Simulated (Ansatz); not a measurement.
Crystal: CdSe.

```
Cd Se
1.0
     0.00000    2.87396    2.87396
     2.87396    0.00000    2.87396
     2.87396    2.87396    0.00000
Cd Se
1 1
Direct
  0.00000 0.00000 0.00000
  0.50000 0.50000 0.50000
```

Measurements of this composition are mostly on another form, of space group No. 186.

- Program: Ansatz 0.2.0
- Task: relaxation of cell and atoms
- Functional: PBEsol0
- Potentials or basis: Ansatz PAW
- Cutoff: 420 eV (not typed: the program's choice for these potentials)
- k mesh: 4 × 4 × 4
- Occupations: fermi-dirac, width 0.05 eV
- Spin: no spin polarisation

At the start: volume 23.74 Å³/atom.

Where does the relaxation end?

It ends after 5 steps and the volume is 22.27 Å³/atom (-6.2 %); space group Fm-3m (No. 225, to 0.05 Å).

The path:
```csv
step,energy change (eV),largest force (eV/Å),volume (Å³)
1,0.0000,0.0000,47.48
2,-0.0173,0.0000,42.33
3,-0.0431,0.0000,44.78
4,-0.0436,0.0000,44.54
5,-0.0414,0.0000,44.54
```

Final structure:
```
Cd Se
1.0
     0.00000    2.81338    2.81338
     2.81338    0.00000    2.81338
     2.81338    2.81338    0.00000
Cd Se
1 1
Cartesian
  0.0000 0.0000 0.0000
  2.8134 2.8134 2.8134
```

Caveat: the k mesh is coarse (spacing up to 0.47 Å⁻¹), so the values aren't converged, least of all with exact exchange; the plane-wave basis is chosen anew once the cell has moved, so the energies of steps on either side of that aren't comparable; the PAW data sets come from PBE, with cores solved anew for the run's functional, which leaves a small shift of forces and pressure.
